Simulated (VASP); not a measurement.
# Cu (Fm-3m) in VASP: elastic constants with PBE

Aim: the elastic constants of Cu with PBE.

All numbers are computed with VASP 6.6.1; they aren't measurements. Logs are shortened: lines on timing, memory, paths and dates and some standing lists are left out, and cuts for length are marked.

## (1) The structure

The structure is cubic, space group Fm-3m (No. 225). The conventional cell has a = 3.650 Å, b = 3.650 Å, c = 3.650 Å, α = 90.00°, β = 90.00°, γ = 90.00°. Cu (site symmetry m-3m) is surrounded by 12 Cu at 2.58 Å.

## (2) Elastic constants, PBE

Input file POSCAR:

```
Cu
1.0
    0.0000000000      1.8250000000      1.8250000000
    1.8250000000      0.0000000000      1.8250000000
    1.8250000000      1.8250000000      0.0000000000
Cu
1
Direct
    0.0000000000      0.0000000000      0.0000000000
```

Input file INCAR.step1:

```
  ALGO = Fast
  EDIFF = 1E-8
  EDIFFG = -0.002
  ENCUT = 600
  GGA = PE
  IBRION = 2
  ISIF = 3
  ISMEAR = 0
  LASPH = True
  LCHARG = False
  LREAL = False
  LWAVE = False
  NELM = 80
  NSW = 40
  PREC = Accurate
  SIGMA = 0.1
```

Input file INCAR.step2:

```
  ALGO = Fast
  EDIFF = 1E-8
  ENCUT = 600
  GGA = PE
  IBRION = 6
  ISIF = 3
  ISMEAR = 0
  LASPH = True
  LCHARG = False
  LREAL = False
  LWAVE = False
  NELM = 80
  NFREE = 2
  NSW = 1
  POTIM = 0.015
  PREC = Accurate
  SIGMA = 0.1
```

Input file KPOINTS:

```
k-points
0
Gamma
  20 20 20
```

Potentials or basis: VASP PAW PBE potentials, release 64 (Cu).

On the command line:

```console
$ cat potpaw_PBE.64/Cu/POTCAR > POTCAR
$ cp INCAR.step1 INCAR
$ mpirun -np 1 vasp_std > vasp.out
$ cp CONTCAR POSCAR
$ cp INCAR.step2 INCAR
$ mpirun -np 1 vasp_std > vasp.out
```

OUTCAR:

```text
EDIFF = 1E-8
   ENCUT = 600
   GGA = PE
   IBRION = 6
   ISIF = 3
   ISMEAR = 0
   LASPH = True
   LREAL = False
   NELM = 80
   NFREE = 2
   NSW = 1
   POTIM = 0.015
   PREC = Accurate

 ion  position               nearest neighbor table
   1  0.000  0.000  0.000-

  LATTYP: Found a face centered cubic cell.
 ALAT       =     3.6344469633

  Lattice vectors:

 A1 = (   0.0000000000,   1.8172234816,   1.8172234816)
 A2 = (   1.8172234816,   0.0000000000,   1.8172234816)
 A3 = (   1.8172234816,   1.8172234816,   0.0000000000)

Analysis of symmetry for initial positions (statically):
=====================================================================
 Subroutine PRICEL returns:
 Original cell was already a primitive cell.

 Routine SETGRP: Setting up the symmetry group for a
 face centered cubic supercell.

 Subroutine GETGRP returns: Found 48 space group operations
 (whereof 48 operations were pure point group operations)
 out of a pool of 48 trial point group operations.

The static configuration has the point symmetry O_h .

Analysis of symmetry for dynamics (positions and initial velocities):
=====================================================================
 Subroutine PRICEL returns:
 Original cell was already a primitive cell.

 Routine SETGRP: Setting up the symmetry group for a
 face centered cubic supercell.

 Subroutine GETGRP returns: Found 48 space group operations
 (whereof 48 operations were pure point group operations)
 out of a pool of 48 trial point group operations.

The dynamic configuration has the point symmetry O_h .

 Subroutine INISYM returns: Found 48 space group operations
 (whereof 48 operations are pure point group operations),
 and found     1 'primitive' translations

----------------------------------------------------------------------------------------

                                     Primitive cell

  volume of cell :      12.0020

  direct lattice vectors                    reciprocal lattice vectors
     0.000000000  1.817223482  1.817223482    -0.275145025  0.275145025  0.275145025
     1.817223482  0.000000000  1.817223482     0.275145025 -0.275145025  0.275145025
     1.817223482  1.817223482  0.000000000     0.275145025  0.275145025 -0.275145025

  length of vectors
     2.569942094  2.569942094  2.569942094     0.476565162  0.476565162  0.476565162

  position of ions in fractional coordinates (direct lattice)
     0.000000000  0.000000000  0.000000000

  ion indices of the primitive-cell ions
   primitive index   ion index
                 1           1

----------------------------------------------------------------------------------------

 KPOINTS: k-points

Automatic generation of k-mesh.
 Grid dimensions read from file:
 generate k-points for:   20   20   20

 Generating k-lattice:

  Cartesian coordinates                     Fractional coordinates (reciprocal lattice)
    -0.013757251  0.013757251  0.013757251     0.050000000  0.000000000  0.000000000
     0.013757251 -0.013757251  0.013757251     0.000000000  0.050000000  0.000000000
     0.013757251  0.013757251 -0.013757251     0.000000000  0.000000000  0.050000000

[... 98 lines left out ...]

 number of electron      10.9999998 magnetization

 Free energy of the ion-electron system (eV)
  ---------------------------------------------------
  ext. energy  EPLUGINS =         0.00000000
  ---------------------------------------------------
  free energy    TOTEN  =        -3.72955102 eV

  energy without entropy =       -3.72821168  energy(sigma->0) =       -3.72888135

------------------------ aborting loop because EDIFF is reached ----------------------------------------

  FORCE on cell =-STRESS in cart. coord.  units (eV):
  Direction    XX          YY          ZZ          XY          YZ          ZX
  --------------------------------------------------------------------------------------
  -------------------------------------------------------------------------------------
  Total        0.0224458      0.0224458      0.0224458      0.0000000     -0.0000000      0.0000000
  in kB        2.9963420      2.9963420      2.9963420      0.0000000     -0.0000000      0.0000000
  external PRESSURE =       2.9963420 kB  Pullay stress =       0.0000000 kB
[... 86 lines left out ...]
  FREE ENERGIE OF THE ION-ELECTRON SYSTEM (eV)
  ---------------------------------------------------
  free  energy   TOTEN  =        -3.7279668395 eV

  energy  without entropy=       -3.7265975851  energy(sigma->0) =       -3.72728221

[... ionic steps 4 to 12 ...]

--------------------------------------- Ionic step       13  -------------------------------------------

 number of electron      10.9999998 magnetization

------------------------ aborting loop because EDIFF is reached ----------------------------------------
[... 65 lines left out ...]
--------------------------------------- Ionic step       15  -------------------------------------------

 number of electron      10.9999999 magnetization

 Free energy of the ion-electron system (eV)
  ---------------------------------------------------
  ext. energy  EPLUGINS =         0.00000000
  ---------------------------------------------------
  free energy    TOTEN  =        -3.72955121 eV

  energy without entropy =       -3.72821175  energy(sigma->0) =       -3.72888148

 E-fermi :   7.3613     XC(G=0): -12.6325

 val. band max:        7.3409166777   @ k =   0.5000   0.2500   0.1000
 cond. band min:       7.4063039499   @ k =   0.5000   0.3500   0.1500
 fundamental gap:      0.0653872722
 Fermi energy:         7.3612844232

 k-point     1 :       0.0000    0.0000    0.0000
  band No.  band energies     occupation
      1      -1.8416      2.00000
      2       4.4112      2.00000
      3       4.4112      2.00000
      4       4.4112      2.00000
      5       5.2130      2.00000
      6       5.2130      2.00000
      7      29.8525      0.00000
      8      32.3748      0.00000
      9      32.4859      0.00000
[... 265 lines left out ...]
 k-point    24 :      -0.3500    0.0500    0.0000
  band No.  band energies     occupation
      1       1.9396      2.00000
      2       4.4372      2.00000
      3       4.4760      2.00000
      4       4.6129      2.00000
      5       5.5212      2.00000
      6       5.7986      2.00000
      7      14.5745      0.00000
      8      26.9960      0.00000
      9      29.9293      0.00000

 [... further k-points ...]

------------------------ aborting loop because EDIFF is reached ----------------------------------------

  FORCE on cell =-STRESS in cart. coord.  units (eV):
  Direction    XX          YY          ZZ          XY          YZ          ZX
  --------------------------------------------------------------------------------------
  -------------------------------------------------------------------------------------
  Total        0.0042566      0.0042566      0.0042566      0.0000000      0.0000000      0.0000000
  in kB        0.5682197      0.5682197      0.5682197      0.0000000      0.0000000      0.0000000
  external PRESSURE =       0.5682197 kB  Pullay stress =       0.0000000 kB
[... 16 lines left out ...]
  FREE ENERGIE OF THE ION-ELECTRON SYSTEM (eV)
  ---------------------------------------------------
  free  energy   TOTEN  =        -3.7295512073 eV

  energy  without entropy=       -3.7282117451  energy(sigma->0) =       -3.72888148

 INTERNAL STRAIN TENSORS FROM STRAINED CELLS
 ============================================

 INTERNAL STRAIN TENSOR FOR ION    1 for displacements in x,y,z  (eV/Angst):
          X           Y           Z          XY          YZ          ZX
  --------------------------------------------------------------------------------
  x     0.00000     0.00000     0.00000     0.00000     0.00000    -0.00000
  y    -0.00000     0.00000    -0.00000    -0.00000     0.00000    -0.00000
  z     0.00000    -0.00000     0.00000     0.00000    -0.00000     0.00000

 INTERNAL STRAIN TENSORS FROM DISPLACED ATOMS
 ============================================

 INTERNAL STRAIN TENSOR FOR ION    1 for displacements in x,y,z  (eV/Angst):
          X           Y           Z          XY          YZ          ZX
  --------------------------------------------------------------------------------
  x     0.00000     0.00000     0.00000     0.00000     0.00000     0.00000
  y     0.00000     0.00000     0.00000     0.00000     0.00000     0.00000
  z     0.00000     0.00000     0.00000     0.00000     0.00000     0.00000

 Eigenvectors and eigenvalues of the dynamical matrix
 ----------------------------------------------------

   1 f  =    0.000000 THz     0.000000 2PiTHz    0.000000 cm-1     0.000000 meV
             X         Y         Z           dx          dy          dz
      0.000000  0.000000  0.000000     0.707107   -0.707107    0.000000

   2 f  =    0.000000 THz     0.000000 2PiTHz    0.000000 cm-1     0.000000 meV
             X         Y         Z           dx          dy          dz
      0.000000  0.000000  0.000000    -0.707107   -0.707107    0.000000

   3 f  =    0.000000 THz     0.000000 2PiTHz    0.000000 cm-1     0.000000 meV
             X         Y         Z           dx          dy          dz
      0.000000  0.000000  0.000000     0.000000    0.000000    1.000000

--------------------------------------------------------------------------------------------------------

 ELASTIC MODULI CONTR FROM IONIC RELAXATION (kBar)
 Direction    XX          YY          ZZ          XY          YZ          ZX
 --------------------------------------------------------------------------------
 XX           0.0000      0.0000      0.0000      0.0000      0.0000      0.0000
 YY           0.0000      0.0000      0.0000      0.0000      0.0000      0.0000
 ZZ           0.0000      0.0000      0.0000      0.0000      0.0000      0.0000
 XY           0.0000      0.0000      0.0000      0.0000      0.0000      0.0000
 YZ           0.0000      0.0000      0.0000      0.0000      0.0000      0.0000
 ZX           0.0000      0.0000      0.0000      0.0000      0.0000      0.0000
 --------------------------------------------------------------------------------

 TOTAL ELASTIC MODULI (kBar)
 Direction    XX          YY          ZZ          XY          YZ          ZX
 --------------------------------------------------------------------------------
 XX        1674.2104   1097.9392   1097.9392     -0.0000     -0.0000     -0.0000
 YY        1097.9392   1674.2104   1097.9392      0.0000     -0.0000      0.0000
 ZZ        1097.9392   1097.9392   1674.2104     -0.0000      0.0000     -0.0000
 XY          -0.0000      0.0000     -0.0000    817.9205      0.0000      0.0000
 YZ          -0.0000     -0.0000      0.0000      0.0000    817.9205      0.0000
 ZX          -0.0000      0.0000     -0.0000      0.0000      0.0000    817.9205
 --------------------------------------------------------------------------------
```

Run time: 22 min. Hardware: 1 thread of Intel Xeon Platinum 8488C (Sapphire Rapids), shared host; peak memory 0.69 GiB.

What came out:

```yaml
Relaxed_volume: 12.00 Å³/atom
Relaxed_cell: a = 2.570 Å, b = 2.570 Å, c = 2.570 Å, α = 60.00°, β = 60.00°, γ = 60.00°
Space_group_after_relaxing_to_0.05_Å: Fm-3m (No. 225)
Elastic_constants_C11_C12_C44: 167, 110, 82 GPa
Voigt_bulk_modulus: 129 GPa
```

Step by step:
```
step  energy change (eV)  largest force (eV/Å)  pressure (GPa)  volume (Å³)
   1              0.0000                0.0000           -1.50        12.16
   2             -0.0007                0.0000            0.59        11.96
   3             -0.0008                0.0000            0.00        12.00
```

Final structure:
```xyz
1
Lattice="0.0000 1.8172 1.8172 1.8172 0.0000 1.8172 1.8172 1.8172 0.0000" Properties=species:S:1:pos:R:3 pbc="T T T"
Cu    0.0000    0.0000    0.0000
```

Elastic tensor in Voigt notation (GPa, in the Cartesian axes of the cell as first typed):
```
167 110 110   0   0   0
110 167 110   0   0   0
110 110 167   0   0   0
  0   0   0  82   0   0
  0   0   0   0  82   0
  0   0   0   0   0  82
```

Clamped-ion elastic tensor (GPa):
```
167 110 110   0   0   0
110 167 110   0   0   0
110 110 167   0   0   0
  0   0   0  82   0   0
  0   0   0   0  82   0
  0   0   0   0   0  82
```
